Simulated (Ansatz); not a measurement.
Results of r²SCAN (Ansatz, an electronic-structure program, plane waves, PAW) for rock-salt NaBr.

A relaxed, unreconstructed slab of the (100) face has 12 atoms, two equal faces of 17.687 Å² each and an energy of -25710.1517 eV. A bulk cell of 4 atoms with the same orientation and in-plane k mesh has -8570.1736 eV. Energies are extrapolated to zero smearing.

Settings: plane-wave cutoff 500 eV, 6×6×1 k mesh (along the axes of the cell as run), gaussian smearing 0.02 eV, scalar-relativistic PAW data made under PBE.

Worked out: γ = (E_slab − N E_bulk per atom)/2A = [-25710.1517 − 12 × (-8570.1736/4)]/(2 × 17.687) = 0.0104 eV/Å². With 16.022 J/m² per eV/Å² this is 0.17 J/m², or 0.18 eV per surface cell and face.
